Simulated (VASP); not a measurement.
## Cs: single point with PBEsol

Crystal: Cs.

```
Cs
1.0
     3.01901   -4.33813    0.00000
     3.01901    4.33813    0.00000
    -2.57494    0.00000    4.41389
Cs
1
Direct
  0.00000 0.00000 0.50000
```

This isn't the form of Cs at room conditions, which is bcc.

```json
{
 "Program": "VASP 6.6.1",
 "Task": "single point",
 "Functional": "PBEsol",
 "Potentials or basis": "VASP PAW PBE potentials, release 64 (Cs_sv)",
 "Cutoff": "900 eV",
 "k mesh": "15 × 15 × 15",
 "Occupations": "methfessel-paxton, width 0.1 eV",
 "Spin": "no spin polarisation",
 "Further INCAR settings": "ADDGRID = False; ALGO = Normal; EDIFF = 1e-08"
}
```

```json
{"Pressure": "-0.1 GPa", "Band gap on the k mesh": "none (metal or under the smearing width)"}
```

Stress tensor (GPa, compression positive):
```
-0.13  0.00 -0.13
 0.00 -0.11  0.00
-0.13  0.00 -0.10
```

Levels at points of the mesh, in eV from the Fermi level:
```csv
k point,band 1,band 2,band 3,band 4,band 5,band 6,band 7,band 8
"(0.00, 0.00, 0.00)",-23.87,-10.59,-10.58,-10.58,-1.68,2.24,2.40,2.70
```

It took 25 min on 1 thread of Intel(R) Xeon(R) Platinum 8488C (Sapphire Rapids), on a shared host, peak memory 1.9 GiB.

Caveat: the PAW data sets were made with another functional, which shifts forces and pressure a little. The run has no spin-orbit coupling, so splittings on Cs are missing.
